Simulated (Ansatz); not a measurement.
## Two Ansatz runs on Ge

Structure from Materials Project entry mp-1061054 (possibly hypothetical). The listed cell was then made from it by scaling, straining or moving an atom.

First run: DFT, LDA, PAW with Ansatz's default frozen-core files, scalar-relativistic (Ansatz 0.2.0).

Command: `ansatz run input.yaml --threads 1 --pin off --max-ram 2048MiB --backend cpu --events-out ev --progress --plain --runs-dir out` The run took about 78 s on 1 thread of a shared machine.

```yaml
crystal:
  lattice:
    - [-2.495898, 2.650863, 1.436947]
    - [2.495898, -2.650863, 1.436947]
    - [2.495898, 2.650863, -1.436947]
  atoms:
    - { symbol: Ge, position: [0.61975791, 0.91511945, 0.74497915] }
    - { symbol: Ge, position: [0.38561658, 0.11446482, 0.27561837] }
kpoints:
  mp_grid: { grid: [9, 9, 9] }
scf:
  occupations: { method: fermi_dirac, width: 0.05 }
hamiltonian:
  xc: lda
  pseudopotentials: { kind: paw }
output:
  forces: true
  stress: true
  efg: { contact_densities: true }
relax:
  f_tol: 0.01
  max_steps: 80
```

Result: converged; relaxed volume 19.014 Å³/atom; 22 SCF iterations in all.

The input is then changed:

```diff
@@ -10,7 +10,7 @@
   mp_grid: { grid: [9, 9, 9] }
 scf:
-  occupations: { method: fermi_dirac, width: 0.05 }
+  occupations: { method: tetrahedron_uncorrected }
 hamiltonian:
-  xc: lda
+  xc: rpbe
   pseudopotentials: { kind: paw }
 output:
```

Problem. Predict the outcome of the changed run.

Solution. It converged; relaxed volume 19.014 Å³/atom; 20 SCF iterations in all.

The results part of its log:

```
SCF converged after 5 iterations
Free energy (F): -8600.716212 eV
Harris-Foulkes:  -8600.716212 eV  (|F-HF|=1.51e-10)
Internal energy: -8600.716211 eV  (E = F + TS)
E sigma→0 (E₀):  -8600.716212 eV
Entropy (-TS):   -0.000001 eV (-0.000 meV/atom)
Fermi energy:    10.902833 eV
--- Per-component energies (eV) ---
  E_band       = -228.727498
  E_kinetic    = 220.968067
  E_local      = -4329.025509  (includes V_loc(G=0)·N_el)
  E_nonlocal   = 831.922227
  E_hartree    = 1895.374068
  E_xc         = -151.142830
  E_vxc        = -128.686837  (∫ρ·V_xc dr)
  E_paw        = -4046.259961  (= ΣΔE_a)
  E_vpaw       = -614.654840  (= ΣTr[D̂ρ^β])
  E_aug_tail   = 0.000703  (compensation charges beyond the density's cutoff)
  E_ewald      = -3022.189164
  E_core_change = -0.363813  (= ΣΔE_core)
  E_smearing   = -0.000001  (= −TS)
  E_closure    = 0.000000  (closes the sum)
  Σ components = -8600.716212   (vs F -8600.716212, Δ=0.00e0)
--- Forces (eV/Å), atoms counted from 1 ---
  atom   1  Ge     0.00172927     0.00177712    -0.00045245
  atom   2  Ge    -0.00172927    -0.00177712     0.00045245
  max |Σ_I F_I| component: 0.00e0 eV/Å
--- Stress (GPa, compression-positive) ---
        4.761509       0.000001       0.005606
        0.000001       1.992270      -0.001096
        0.005605      -0.001096       3.698818
  P = ⅓ Tr σ = 3.4842 GPa (34.842 kbar)
--- PAW observables at the nuclei: V_zz in 10²¹ V/m², potentials from the cell's mean, atoms counted from 1 ---
  atom   1  Ge V_zz =    +3.798687   η = 0.4733   by run symmetry: allowed
            electrostatic potential = -4324.183055 V   contact ρ = 210391.476292 e/Å³
  atom   2  Ge V_zz =    +3.798687   η = 0.4733   by run symmetry: allowed
            electrostatic potential = -4324.183055 V   contact ρ = 210391.476292 e/Å³
--- Band table (eV; the first three rows and the last of 365) ---
  k-point 0: bands = ["-13.8219", "-13.7634", "-13.7510", "-13.7484", "-13.7025", "-13.6726", "-13.6318", "-13.6308", "-13.5838", "-13.5180", "-2.1686", "7.1734", "8.5056", "9.0744", "14.3586", "17.7762", "18.1881", "18.7632"]
  k-point 1: bands = ["-13.8154", "-13.7655", "-13.7561", "-13.7428", "-13.6972", "-13.6699", "-13.6335", "-13.6298", "-13.5876", "-13.5253", "-2.0318", "6.0113", "8.9304", "9.6398", "15.0665", "16.7297", "18.0400", "18.6124"]
  k-point 2: bands = ["-13.7968", "-13.7704", "-13.7659", "-13.7271", "-13.6885", "-13.6627", "-13.6374", "-13.6277", "-13.5987", "-13.5452", "-1.6219", "4.2983", "9.3858", "10.5959", "15.1189", "16.8782", "16.9668", "18.2804"]
  k-point 364: bands = ["-13.7846", "-13.7305", "-13.7275", "-13.7029", "-13.6890", "-13.6653", "-13.6477", "-13.6258", "-13.6133", "-13.5639", "0.6383", "5.2502", "8.8151", "10.2511", "11.7151", "13.0361", "15.2514", "16.0510"]
--- Relaxed structure (4 steps of the walk, 4 accepted, 0 SCFs on fresh bases) ---
  F+E_penalty+E_count = -8600.71621159 eV   max|allowed force component| = 1.777e-3 eV/Å
  atoms:
    - { symbol: Ge, position: [0.6671341331857861, 0.9292542676046598, 0.7601911989073922] }
    - { symbol: Ge, position: [0.33824035681421377, 0.10033000239533993, 0.2604063210926078] }
```
